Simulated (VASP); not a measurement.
# HfN: molecular dynamics with a thermostat

HfN, P6_3/mmc (no. 194), 8 atoms in the cell. PBE, molecular dynamics; PAW potentials Hf, N (PBE set).

Ensemble: Nose-Hoover; Target temperature (K): 600.

## Input

INCAR:
```
SYSTEM = HfN
GGA      = PE             ! functional
PREC     = Normal         ! precision mode
ENCUT    = 400            ! plane-wave cutoff, eV
EDIFF    = 1E-6           ! SCF threshold, eV
NELMIN   = 4            
NELM     = 60             ! most SCF steps
ALGO     = Fast           ! electronic algorithm
LREAL    = Auto         
LASPH    = .TRUE.         ! aspherical terms in the spheres
ISMEAR   = -1             ! smearing method
SIGMA    = 0.05           ! smearing width, eV
ISYM     = 0            
LWAVE    = .FALSE.        ! write WAVECAR
LCHARG   = .FALSE.        ! write CHGCAR
IBRION   = 0              ! ionic algorithm
NSW      = 60             ! ionic steps
POTIM    = 1.0            ! step
TEBEG    = 600          
ISIF     = 2              ! what is computed and relaxed
RANDOM_SEED= 714258 0 0   
MDALGO   = 2            
SMASS    = 0            
KPAR     = 2             
```

KPOINTS:
```
k-points
0
Monkhorst-Pack
  4 2 2
```

POSCAR:
```
HfN
1.0
    3.1339080219      0.0000000000      0.0000000000
    0.0000000000      5.4280879202      0.0000000000
    0.0000000000      0.0000000000      5.4167677200
Hf N
4 4
Direct
    0.0000000000      0.3333333334      0.2500000000
    0.4999999999      0.8333333333      0.2500000000
    0.5000000000      0.1666666666      0.7500000000
    0.0000000001      0.6666666666      0.7500000000
    0.0000000000      0.0000000000      0.5000000000
    0.5000000000      0.5000000000      0.5000000000
    0.0000000000      0.0000000000      0.0000000000
    0.5000000000      0.5000000000      0.0000000000
```

Commands:
```
cat potpaw_PBE.64/Hf/POTCAR potpaw_PBE.64/N/POTCAR > POTCAR
mpirun -np 2 vasp_std > vasp.out
```

## Result

- Mean temperature (K): 543
- Rise of the mean potential energy above the start (meV/atom): 56.0
- Electronic steps per ionic step after the first: 4.1

Course of the run:

| Time (fs) | Temperature (K) | Potential energy less the first (meV/atom) |
|---|---|---|
| 1 | 600 | 0.0 |
| 6 | 523 | 9.1 |
| 10 | 417 | 24.2 |
| 15 | 384 | 38.5 |
| 19 | 530 | 39.3 |
| 24 | 922 | 31.8 |
| 28 | 1066 | 33.5 |
| 33 | 720 | 54.4 |
| 37 | 409 | 73.2 |
| 42 | 265 | 83.7 |
| 46 | 301 | 83.2 |
| 51 | 434 | 85.3 |
| 55 | 516 | 100.9 |
| 60 | 516 | 139.7 |

REPORT:
```
MDALGO =   2
               SCALING =       0
                 CNEXP =     9.000   14.000
           RANDOM_SEED =            714258                0                0

   original number of atomic DOF:         21
   number of independent constraints:      0
   number of active DOF:                  21

========================================
         MD step No.       1
========================================

  Atomic velocities initialized by STEP_tb

  >Energies
                    E_tot             E_pot             E_kin               EPS                ES
   e_b>   -0.87019622E+02   -0.87562592E+02    0.54297080E+00    0.00000000E+00    0.00000000E+00

  >Temperature
               T_sim     T_inst
   tmprt>    600.000    600.083

  >Thermostat:
           s(n+1) sdot(n+1)      s(n)   sdot(n)        Qs
   s_b>   0.00000   0.00000   0.00000   0.00000   0.08646

           RANDOM_SEED =            714258               48                0

[... steps left out ...]

========================================
         MD step No.      60
========================================

  >Energies
                    E_tot             E_pot             E_kin               EPS                ES
   e_b>   -0.87020530E+02   -0.86445364E+02    0.46693184E+00    0.21018763E+00   -0.12522860E+01

  >Temperature
               T_sim     T_inst
   tmprt>    600.000    516.046

  >Thermostat:
           s(n+1) sdot(n+1)      s(n)   sdot(n)        Qs
   s_b>  -1.22332  -0.07085  -1.15334  -0.06911   0.08646

           RANDOM_SEED =            714258               48                0
```

OSZICAR:
```
N       E                     dE             d eps       ncg     rms          rms(c)
DAV:   1     0.112537895794E+03    0.11254E+03   -0.14547E+04   368   0.113E+03
DAV:   2    -0.877917627803E+02   -0.20033E+03   -0.19581E+03   503   0.228E+02
DAV:   3    -0.997811307081E+02   -0.11989E+02   -0.11945E+02   480   0.625E+01
DAV:   4    -0.999429007447E+02   -0.16177E+00   -0.16159E+00   480   0.783E+00
DAV:   5    -0.999456546270E+02   -0.27539E-02   -0.27534E-02   480   0.961E-01    0.427E+01
RMM:   6    -0.873622980702E+02    0.12583E+02   -0.59273E+01   368   0.360E+01    0.247E+01
RMM:   7    -0.877282961639E+02   -0.36600E+00   -0.10565E+01   385   0.162E+01    0.914E+00
RMM:   8    -0.875434115878E+02    0.18488E+00   -0.10577E+00   368   0.568E+00    0.153E+00
RMM:   9    -0.875580879992E+02   -0.14676E-01   -0.27524E-01   405   0.232E+00    0.406E-01
RMM:  10    -0.875631095026E+02   -0.50215E-02   -0.54405E-02   406   0.956E-01    0.239E-01
RMM:  11    -0.875631137177E+02   -0.42151E-05   -0.16912E-02   368   0.659E-01    0.248E-01
RMM:  12    -0.875625568202E+02    0.55690E-03   -0.24237E-03   372   0.303E-01    0.597E-02
[... left out ...]
     58 T=   526. E= -.87020645E+02 F= -.86581710E+02 E0= -.86581707E+02  EK= 0.47562E+00 SP= -.11E+01 SK= 0.19E+00
     59 T=   521. E= -.87020611E+02 F= -.86514232E+02 E0= -.86514230E+02  EK= 0.47151E+00 SP= -.12E+01 SK= 0.20E+00
[... last step whole ...]
       N       E                     dE             d eps       ncg     rms          rms(c)
DAV:   1    -0.864453501496E+02    0.68882E-01   -0.75432E-03   594   0.147E+00    0.101E-02
RMM:   2    -0.864453624623E+02   -0.12313E-04   -0.29506E-04   368   0.153E-01    0.769E-03
RMM:   3    -0.864453637180E+02   -0.12557E-05   -0.16002E-05   369   0.279E-02    0.616E-03
RMM:   4    -0.864453638254E+02   -0.10734E-06   -0.41112E-06   277   0.989E-03
     60 T=   516. E= -.87020530E+02 F= -.86445364E+02 E0= -.86445361E+02  EK= 0.46693E+00 SP= -.13E+01 SK= 0.21E+00
```

Limits: 60 fs of 8 atoms are too short for converged averages; the cell is only 3.1 Å across, so each atom moves in step with near copies of itself.

VASP 6.6.1 took 151 s on 2 cores (Intel Xeon Platinum 8375C @ 2.90GHz (Ice Lake)), a shared host.
